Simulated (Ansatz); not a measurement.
**InSe, one cell by several methods**

```
CELL_PARAMETERS angstrom
2.00000 1.15470 8.31667
-2.00000 1.15470 8.31667
0.00000 -2.30940 8.31667
ATOMIC_POSITIONS crystal
In 0.00000 0.00000 0.00000
In 0.11220 0.11220 0.11220
Se 0.61550 0.61550 0.61550
Se 0.83000 0.83000 0.83000
```

Atoms are numbered in the order listed.

The cell is COD entry 1534648, which may be a prediction rather than a measurement; nothing was relaxed.

No spin–orbit coupling, which matters for the heavy atoms here.

Methods: DFT, PBE, PAW with Ansatz's default frozen-core files, scalar-relativistic (Ansatz 0.2.0); DFT, PBE, all-electron LAPW, scalar-relativistic (Ansatz 0.2.0).

For PAW: a Γ-centred 7×7×7 k mesh, Fermi–Dirac smearing of 0.01 eV, cutoff 420 eV, no spin polarisation. LAPW targets a basis error of 1 meV/atom. The Ansatz runs share mesh, smearing and spin set-up. Plane-wave (PAW) pressures include the program's estimate of the Pulay term.

Stress and pressure are positive in compression.

Levels count from the top of the valence band.

PAW results:

```csv
quantity,PAW
pressure (GPa),2.90
stress xx (GPa),3.13
stress zz (GPa),2.43
"force on In1, z (eV/Å)",0.216
"force on In2, z (eV/Å)",-0.212
"force on Se3, z (eV/Å)",-0.166
"force on Se4, z (eV/Å)",0.162
band gap (eV),0.394
highest filled level at H0 (eV),-1.793
lowest empty level at H0 (eV),1.650
highest filled level at S0 (eV),-1.760
lowest empty level at S0 (eV),1.712
highest filled level at S2 (eV),-1.760
lowest empty level at S2 (eV),1.712
```

(1) What does LAPW (all electrons) give for the same quantities?

Answers

(1) 
| quantity | LAPW |
| --- | --- |
| pressure (GPa) | 2.91 |
| stress xx (GPa) | 3.14 |
| stress zz (GPa) | 2.44 |
| force on In1, z (eV/Å) | 0.216 |
| force on In2, z (eV/Å) | -0.213 |
| force on Se3, z (eV/Å) | -0.166 |
| force on Se4, z (eV/Å) | 0.163 |
| band gap (eV) | 0.398 |
| highest filled level at H0 (eV) | -1.791 |
| lowest empty level at H0 (eV) | 1.652 |
| highest filled level at S0 (eV) | -1.759 |
| lowest empty level at S0 (eV) | 1.713 |
| highest filled level at S2 (eV) | -1.759 |
| lowest empty level at S2 (eV) | 1.713 |
